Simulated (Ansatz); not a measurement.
Write the native input for Ansatz 0.2.0 that does the following.

```yaml
Task: relaxation of cell and atoms
Functional: PBE
Dispersion: D3(BJ)-ATM
Potentials_or_basis: Ansatz PAW
Cutoff: "420 eV (not typed: the program's choice for these potentials)"
k_mesh: 8 × 8 × 4
Occupations: fermi-dirac, width 0.05 eV
Spin: no spin polarisation
```

The system is TiTe2.

```
Te Ti
1.0
     3.77700    0.00000    0.00000
    -1.88850    3.27098    0.00000
     0.00000    0.00000    6.49800
Te Ti
2 1
Cartesian
  0.0000 2.1807 4.7903
  1.8885 1.0903 1.7077
  0.0000 0.0000 0.0000
```

The input as run:

input.yaml

```yaml
crystal:
  lattice:
    - [3.777, 0.0, 0.0]
    - [-1.8885, 3.2709779501, 0.0]
    - [0.0, 0.0, 6.498]
  atoms:
    - { symbol: Te, position: [0.3333333333, 0.6666666667, 0.7372] }
    - { symbol: Te, position: [0.6666666667, 0.3333333333, 0.2628] }
    - { symbol: Ti, position: [0.0, 0.0, 0.0] }
hamiltonian:
  xc: pbe
  pseudopotentials: { kind: paw }
  dispersion: d3bjatm
kpoints:
  mp_grid: { grid: [8, 8, 4] }
scf:
  occupations: { method: fermi_dirac, width: 0.05 }
output:
  forces: true
  stress: true
  eigenvalues: true
relax:
  f_tol: 0.01
  max_steps: 40
  cell: { stress_tol: 0.05 }
```

Potentials or basis: Ansatz PAW.

The run is started by

```console
$ ansatz run input.yaml --threads 2 --pin off --max-ram 5632MiB --backend cpu --events-out ev --progress --plain --runs-dir out
```

Results of the run:

```
Relaxed volume                         : 25.40 Å³/atom
Relaxed cell                           : a = 3.715 Å, b = 3.715 Å, c = 6.378 Å, α = 90.00°, β = 90.00°, γ = 120.00°
Space group after relaxing (to 0.05 Å) : P-3m1 (No. 164)
Energy gained by relaxing              : 8.0 meV/atom
Ionic steps                            : 5
Pressure after relaxing                : 0.0 GPa
Band gap on the k mesh                 : none (metal or under the smearing width)
```

Caveat: the plane-wave basis is chosen anew once the cell has moved, so the energies of steps on either side of that aren't comparable.

It took 5.1 s on 2 threads of AMD EPYC 9R45 96-Core Processor (Zen 5), with other jobs on the host, peak memory 0.46 GiB.
